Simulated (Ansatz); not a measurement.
Results of PBEsol (PAW; Ansatz, an electronic-structure program) for rock-salt LiI.

Total energies, extrapolated to zero smearing (they compare only within this program, potentials and cutoff):

```json
[
 {"system": "rock-salt LiI, relaxed", "energy (eV/atom)": "-3818.8626"},
 {"system": "bcc Li", "energy (eV/atom)": "-202.9981"},
 {"system": "solid iodine", "energy (eV/atom)": "-7432.2896"}
]
```

Problem. Work out the enthalpy of formation per atom.

Solution. ΔH_f ≈ ΔE = -3818.8626 − [1 × (-202.9981) + 1 × (-7432.2896)]/2 = -1.219 eV/atom (0 K, no vibrations). The reference value is -1.400 eV/atom (measured, 298 K, copied from a table, unchecked, not corrected to a static lattice; as tabulated in Wang et al. (2021), doi:10.1038/s41598-021-94550-5), a difference of +0.181 eV/atom.

Spin–orbit coupling is left out; its size isn't shown.

The PAW data were made under PBE.
